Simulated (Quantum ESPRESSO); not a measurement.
Si:

```
CELL_PARAMETERS angstrom
0.00000 2.72185 2.72185
2.72185 0.00000 2.72185
2.72185 2.72185 0.00000
ATOMIC_POSITIONS crystal
Si 0.50000 0.50000 0.50000
Si 0.75000 0.75000 0.75000
```

- Program: Quantum ESPRESSO 7.5
- Task: phonons
- Functional: WC
- Potentials or basis: PseudoDojo 0.4.1 SR PBE standard
- Cutoff: 490 eV
- Density cutoff: 1959 eV
- k mesh: 8 × 8 × 8, shifted
- Occupations: fermi-dirac, width 0.05 eV
- Spin: no spin polarisation
- Mixing beta: 0.5
- Most SCF iterations: 120
- SCF threshold: 4e-10 Ry

The cell and the atoms were relaxed first, to 20.20 Å³/atom (a = 3.852 Å, b = 3.852 Å, c = 3.852 Å, α = 60.00°, β = 60.00°, γ = 60.00°), and the response was taken there.

The first run showed a gap, so the response started from a second, tighter run with fixed occupations.

What is the highest optical frequency at the zone centre?

507 cm⁻¹, a mode of symmetry T2g (Raman).

Optical modes at Γ, degenerate ones joined, polar ones without the macroscopic field:
| cm⁻¹ | components | symmetry | active in | IR intensity, summed ((D/Å)²/amu) |
| --- | --- | --- | --- | --- |
| 507 | 3 | T2g | Raman | 0.00 |

Born effective charge tensors (e):
atom 1, Si
```
0.00 0.00 0.00
0.00 0.00 0.00
0.00 0.00 0.00
```
atom 2, Si
```
0.00 0.00 0.00
0.00 0.00 0.00
0.00 0.00 0.00
```

Caveat: the potentials were made for another functional, which shifts forces and pressure.
